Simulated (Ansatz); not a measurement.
# Si: the cost of one run

Method: DFT r2SCAN, scalar-relativistic, plane waves, PAW, in Ansatz 0.2.0.

3 further runs of the same task are left out: 3 set aside as unsound or not needed.

**1. The system as given**

The structure is hexagonal, space group P6_3/mmc (No. 194). The conventional cell has a = 3.832 Å, b = 3.832 Å, c = 6.342 Å, α = 90.00°, β = 90.00°, γ = 120.00°. Si (site symmetry 3m) has 4 Si at 2.35 to 2.37 Å in its first shell of neighbours.

As a file:

```cif
data_structure
_symmetry_space_group_name_H-M 'P6_3/mmc'
_symmetry_Int_Tables_number 194
_cell_length_a 3.8319
_cell_length_b 3.8319
_cell_length_c 6.3418
_cell_angle_alpha 90.000
_cell_angle_beta 90.000
_cell_angle_gamma 120.000
_cell_volume 80.64
loop_
_atom_site_label
_atom_site_type_symbol
_atom_site_symmetry_multiplicity
_atom_site_Wyckoff_symbol
_atom_site_fract_x
_atom_site_fract_y
_atom_site_fract_z
_atom_site_occupancy
Si1 Si 4 f 0.33333 0.66667 0.06309 1
```

It goes back to an entry of the Materials Project, which need not be the stable form.

This cell was relaxed beforehand with the same method: volume 20.16 Å³/atom, gap on the mesh 0.61 eV.

The other end member, C, was computed beforehand with the same settings: E(σ→0) = -1006.1127 eV for 4 atoms, gap 3.59 eV on its own mesh.

**2. The supercell**

All compositions use one supercell of 8 atoms, with rows 0 -1 0; 0 0 -1; 2 1 0 in vectors of the cell above. It holds 8 Si sites. Each start interpolates cell and positions linearly between the end members.

**3. End member Si in the supercell**

Contents of input.yaml:

```yaml
crystal:
  lattice:
    - [1.9159541794, -3.3185299837, 0.0]
    - [0.0, 0.0, -6.3418199058]
    - [5.7478625381, 3.3185299837, 0.0]
  atoms:
    - { symbol: Si, position: [0.5, 0.9369091217, 0.1666666667] }
    - { symbol: Si, position: [0.0, 0.9369091217, 0.6666666667] }
    - { symbol: Si, position: [0.0, 0.4369091217, 0.3333333333] }
    - { symbol: Si, position: [0.5, 0.4369091217, 0.8333333333] }
    - { symbol: Si, position: [0.5, 0.5630908783, 0.1666666667] }
    - { symbol: Si, position: [0.0, 0.5630908783, 0.6666666667] }
    - { symbol: Si, position: [0.0, 0.0630908783, 0.3333333333] }
    - { symbol: Si, position: [0.5, 0.0630908783, 0.8333333333] }
basis:
  ecutwfc: 500
kpoints:
  mp_grid: { grid: [8, 6, 6] }
hamiltonian:
  xc: r2scan
scf:
  occupations: { method: gaussian, width: 0.02 }
output:
  forces: true
  stress: true
  eigenvalues: true
relax:
  adjacent_minimum: "off"
  f_tol: 0.015
  max_steps: 60
  cell: { stress_tol: 0.15 }
```

On the command line:

```
$ ansatz run input.yaml --threads 1 --pin off --max-ram 2560MiB --backend cpu --events-out ev --progress --plain --runs-dir out
```

What time and memory should one allow on 1 thread of Intel Xeon at 2.50GHz (Skylake/Cascade Lake), shared host?

About 2.6 min, with a peak of 0.87 GiB.
